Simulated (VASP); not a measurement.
Runs of VASP 6.6.1 on Nb. Symmetry: P6_3/mmc, No. 194, hexagonal system. The conventional cell has a = 2.832 Å, b = 2.832 Å, c = 5.181 Å, α = 90.00°, β = 90.00°, γ = 120.00°. Around Nb (site symmetry -6m2) lie 12 Nb at 2.83 to 3.06 Å. This isn't the form of Nb at room conditions, which is bcc.

```tsv
level	k mesh	cutoff (eV)	smearing	gap on the mesh (eV)	pressure (GPa)
PBEsol	27 × 27 × 12	520	gaussian 0.1 eV	none	0.1
r2SCAN	18 × 18 × 10	520	gaussian 0.1 eV	none	(a)
PBEsol	18 × 18 × 10	900	gaussian 0.1 eV	none	0.1
PBEsol	18 × 18 × 10	700	gaussian 0.1 eV	none	0.0
PBEsol	18 × 18 × 10	520	gaussian 0.5 eV	none	0.9
```

Alike in all rows: task single point; potentials or basis VASP PAW PBE potentials, release 64 (Nb_sv); no spin polarisation; cell as given.

Fill in the values left out.

(a) 5.1.

Caveats: the PAW data sets were made with another functional, which shifts forces and pressure a little.

A k mesh can miss the band edges, and the runs leave out spin-orbit coupling on Nb.

A gap of «none» marks a metal or a gap under the smearing width.
